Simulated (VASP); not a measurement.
A calculation with VASP 6.6.1 of BN (native input, structure from a POSCAR):

File INCAR:

```
SYSTEM = BN
  PREC = Accurate
  ENCUT = 550
  EDIFF = 1E-6
  ISMEAR = 0
  SIGMA = 0.05
  LREAL = .False.
  LASPH = .True.
  NELM = 60
  ALGO = Normal
  ISIF = 2
  LWAVE = .False.
  LCHARG = .False.
  GGA = RP
```

Contents of KPOINTS:

```
Automatic mesh
0
Gamma
  12 12 4
  0 0 0
```

Contents of POSCAR:

```
BN
2.4982
    1.000016011528      0.000000000000      0.000000000000
   -0.500008005764      0.866039270195      0.000000000000
    0.000000000000      0.000000000000      2.656192458570
N B
2 2
Direct
    0.6666666667      0.3333333333      0.2500000000
    0.3333333333      0.6666666667      0.7500000000
    0.6666666667      0.3333333333      0.7500000000
    0.3333333333      0.6666666667      0.2500000000
```

Potentials or basis: VASP PAW PBE potentials, release 64 (N_GW, B_GW).

Run with:

```console
$ cat potpaw_PBE.64/N_GW/POTCAR potpaw_PBE.64/B_GW/POTCAR > POTCAR
$ mpirun -np 1 vasp_std > vasp.out
```

Task: Write the same calculation in another form: ASE script, structure from a POSCAR.

Result: As run:

run.py

```python
from ase.calculators.vasp import Vasp
from ase.dft.bandgap import bandgap
from ase.io import read

atoms = read('POSCAR')
calc = Vasp(
    directory='calc',
    xc='rpbe',
    pp='PBE',
    setups='gw',
    prec='Accurate',
    encut=550,
    ediff=1e-06,
    ismear=0,
    sigma=0.05,
    lreal=False,
    lasph=True,
    nelm=80,
    algo='Fast',
    isif=2,
    lwave=False,
    lcharg=True,
    lelf=True,
    lvhar=True,
    kpts=[12, 12, 4],
    gamma=True,
)
atoms.calc = calc

print('energy (eV):', atoms.get_potential_energy())
print('free energy (eV):', atoms.get_potential_energy(force_consistent=True))
print('forces (eV/A):')
print(atoms.get_forces())
print('stress (eV/A^3, Voigt):', atoms.get_stress())
print('Fermi level (eV):', calc.get_fermi_level())
gap, top, bottom = bandgap(calc)
print('band gap (eV):', gap, 'from (spin, k, band)', top, 'to', bottom)
```

POSCAR

```
BN
1.0
    2.4982400000      0.0000000000      0.0000000000
   -1.2491200000      2.1635393048      0.0000000000
    0.0000000000      0.0000000000      6.6357000000
N B
2 2
Direct
    0.6666666667      0.3333333333      0.2500000000
    0.3333333333      0.6666666667      0.7500000000
    0.6666666667      0.3333333333      0.7500000000
    0.3333333333      0.6666666667      0.2500000000
```

Potentials or basis: VASP PAW PBE potentials, release 64 (N_GW, B_GW).

Command:

```console
$ python run.py
```

Both were run:

|  | native input, structure from a POSCAR | ASE script, structure from a POSCAR |
| --- | --- | --- |
| Pressure | 8.5 GPa | 8.5 GPa |
| Band gap on the k mesh | 4.41 eV, indirect (least direct gap 4.75 eV) | 4.41 eV, indirect (least direct gap 4.75 eV) |

Keys that steer only the numerical path or the files written may differ.

Caveat: the PAW data sets were made with another functional, which shifts forces and pressure a little; this functional lacks dispersion, which binds the layers, so the pressure and a relaxed spacing across them are unreliable.
